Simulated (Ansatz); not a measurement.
AlCu under changes of volume

One of the cells (13.466 Å³/atom); the others are scaled copies at fixed shape and fractional positions:

```
Cu Al
1.0
     2.99751    0.00000    0.00000
     0.00000    2.99751    0.00000
     0.00000    0.00000    2.99751
Cu Al
1 1
Direct
  0.50000 0.50000 0.50000
  0.00000 0.00000 0.00000
```

The cell comes from a database or a generator and needn't be the stable form of this composition.

```yaml
Program: Ansatz 0.2.0
Functional: HSE06
Potentials_or_basis: Ansatz PAW
Cutoff: "420 eV (not typed: the program's choice for these potentials)"
k_mesh: 6 × 6 × 6
Occupations: fermi-dirac, width 0.05 eV
Spin: no spin polarisation
```

```tsv
volume (Å³/atom)	energy over the lowest point (meV/atom)	pressure (GPa)
12.658	12.83	5.8
12.928	5.50	3.5
13.197	1.47	1.6
13.466	0.00	-0.2
13.736	?	?
14.005	6.74	-3.9
14.274	14.63	-5.5
```

Problem. What does the run at 13.736 Å³/atom give?

Solution. Energy over the lowest point 1.69 meV/atom; pressure -2.1 GPa.

Worked out: A Birch-Murnaghan fit of order 3 (a polynomial in V^(-2/3)) to the other rows has its minimum at 13.44 Å³/atom with B0 = V·E''(V) = 91 GPa (rough, since the energies scatter). It gives 1.87 meV/atom at 13.736 Å³/atom, against the run's 1.69, and -dE/dV = -2.0 GPa, against -2.1.

Energies are extrapolated to zero smearing.

Caveats: the PAW data sets come from PBE, with cores solved anew for the run's functional, which leaves a small shift of forces and pressure; the thresholds are loose for stress.
